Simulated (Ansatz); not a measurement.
Geometry optimisation, DFT PBEsol, scalar-relativistic, plane waves, PAW in Ansatz.

Input:

```yaml
crystal:
  lattice:
    - [0.0, 5.43, 5.43]
    - [5.43, 0.0, 5.43]
    - [5.43, 5.43, 0.0]
  atoms:
    - { symbol: Si, position: [0.0, 0.0, 0.0] }
    - { symbol: Si, position: [0.125, 0.125, 0.125] }
    - { symbol: Si, position: [0.0, 0.0, 0.5] }
    - { symbol: Si, position: [0.125, 0.125, 0.625] }
    - { symbol: Si, position: [0.0, 0.5, 0.0] }
    - { symbol: Si, position: [0.125, 0.625, 0.125] }
    - { symbol: Si, position: [0.0, 0.5, 0.5] }
    - { symbol: Si, position: [0.125, 0.625, 0.625] }
    - { symbol: Si, position: [0.5, 0.0, 0.0] }
    - { symbol: Si, position: [0.625, 0.125, 0.125] }
    - { symbol: Si, position: [0.5, 0.0, 0.5] }
    - { symbol: Si, position: [0.625, 0.125, 0.625] }
    - { symbol: Si, position: [0.5, 0.5, 0.0] }
    - { symbol: Si, position: [0.625, 0.625, 0.125] }
    - { symbol: Si, position: [0.5, 0.5, 0.5] }
    - { symbol: Si, position: [0.625, 0.625, 0.625] }
    - { symbol: Si, position: [0.55790998, 0.31575295, 0.31076376] }
basis:
  ecutwfc: 420.0
kpoints:
  mp_grid: { grid: [2, 2, 2] }
hamiltonian:
  xc: pbesol
  pseudopotentials: { kind: paw, azcp: { folder: soft_1 } }
scf:
  occupations: { method: fermi_dirac, width: 0.02 }
  lower_state_search: "off"
relax:
  f_tol: 0.03
  max_steps: 60
  adjacent_minimum: "off"
output:
  write_density: true
  write_potential: true
  elf: true
  volumetric_format: npy
```

Run as:

```bash
$ ansatz run input.yaml --threads 1 --pin off --max-ram 3072MiB --backend cpu --events-out ev --progress --plain --runs-dir out
```

Problem. Where does it end, and by what steps?

Solution. The forces met the threshold. Limits of this set-up: coarse k mesh, PAW files made for another functional. After 10 steps the energy has fallen by 1.016 eV; Si7 moved furthest, 0.49 Å.

```tsv
step	energy less start (eV)	largest force component (eV/Å)	accepted
0	0.0000	2.327	yes
1	-0.7026	1.022	yes
2	-0.9162	0.510	yes
3	-0.9727	0.101	yes
4	-0.9787	0.047	yes
5	-0.9834	0.113	yes
6	-0.9944	0.079	yes
7	-1.0083	0.078	yes
8	-1.0086	0.094	yes
9	-1.0154	0.033	yes
10	-1.0158	0.020	yes
```

```xyz
17
Lattice="0.0000 5.4300 5.4300 5.4300 0.0000 5.4300 5.4300 5.4300 0.0000" Properties=species:S:1:pos:R:3
Si 0.030 -0.041 -0.041
Si 1.451 1.263 1.264
Si 2.756 2.684 -0.041
Si 4.011 4.133 1.286
Si 2.756 -0.041 2.686
Si 4.012 1.286 4.133
Si 5.147 2.999 2.998
Si 6.859 4.133 4.134
Si 0.101 2.612 2.614
Si 1.347 4.023 4.026
Si 2.594 5.549 2.519
Si 4.120 6.795 4.025
Si 2.594 2.516 5.551
Si 4.119 4.023 6.798
Si 5.626 5.549 5.551
Si 6.527 7.046 7.049
Si 3.653 4.489 4.492
```

Run time: 2.4 min on 1 thread of AMD EPYC 7571, with other jobs on the host, peak memory 0.6 GiB.
